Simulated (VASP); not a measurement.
Input of a VASP 6.6.1 run:

INCAR

```
ALGO = Fast ; EDIFF = 1E-7
EDIFFG = -0.01 ; ENCUT = 600
GGA = PE ; IBRION = 2
ISIF = 2 ; ISMEAR = 0
LASPH = T ; LCHARG = F
LREAL = F ; LWAVE = F
NELM = 80 ; NSW = 40
PREC = Accurate ; SIGMA = 0.03
```

File KPOINTS:

```
k-points
0
Gamma
  8 8 8
```

The input POSCAR:

```
CdTe                                    
1.0
    0.0000000000      3.3111409341      3.3111409341
    3.3111409341      0.0000000000      3.3111409341
    3.3111409341      3.3111409341      0.0000000000
  Cd              Te            
     1     1
Direct
     0.0000000000000000    0.0000000000000000    0.0000000000000000
     0.2500000000000000    0.2500000000000000    0.2500000000000000
```

Potentials or basis: VASP PAW PBE potentials, release 64 (Cd, Te).

The run is started by

```bash
$ cat potpaw_PBE.64/Cd/POTCAR potpaw_PBE.64/Te/POTCAR > POTCAR
$ mpirun -np 1 vasp_std > vasp.out
```

(1) Predict the band gap on the k mesh.

## Answers

(1) 0.58 eV, direct.

Caveat: the relaxation stopped at its first step, so nothing moved; spin-orbit coupling is left out, which moves the levels of the heavy elements.

**What was measured.**

A printed reference work, data compilation reports, for a bulk crystal of CdTe at 0 K: band gap 1.607 eV.

Against the measured gap of CdTe, 1.607 eV (0 K; a printed reference work, data compilation), the calculated 0.58 eV is off by -1.03 eV. So large a miss can be the level of theory's own, or it may mean another phase, state or a wrong row. Spin-orbit coupling on Cd, Te is left out. The value is that of PBE, without temperature or zero-point motion. Semilocal functionals fall short of measured gaps as a rule.
